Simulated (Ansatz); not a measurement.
A 5-atom cell of La2O3 from a materials database, 5 atoms and 40 valence electrons in a cell of about 82 Å³, was run 10 times in Ansatz, each time on 4 threads of Arm Neoverse V1, on a shared host. The times are single readings and vary with the host's load.

```
                   run   k mesh  irreducible k  cutoff (eV)  plane waves  bands  SCF iterations  wall time  peak host memory (GiB)
       relaxation, PBE  12×12×4             69          420         1665     25              58       22 s                     0.5
    relaxation, r2SCAN    6×6×4             24          500         2069     25              47       16 s                    0.64
            bands, PBE  12×12×4             69          420         1641     25               7      4.3 s                    0.48
  single point, r2SCAN  12×12×4             69          500         2069     25               9      7.9 s                    0.67
   single point, HSE06    6×6×2             14          420         1641     25              17       65 s                     1.4
 single point, PBE+SOC  12×12×4             69          420         1641     50               9       26 s                    0.96
field response, r2SCAN    6×6×4             47          500         2069     25              10       42 s                     1.3
    relaxation, PBEsol    6×6×4             24          420         1533     25              60      8.8 s                    0.45
     Γ phonons, PBEsol    6×6×4             47          420         1533     25              14       74 s                    0.85
    single point, PBE0    6×6×2             14          420         1641     25              17       64 s                     1.4
```

The slowest run (Γ phonons, PBEsol) took about 17 times as long as the quickest (bands, PBE).

Only the levels marked +SOC include spin-orbit coupling.
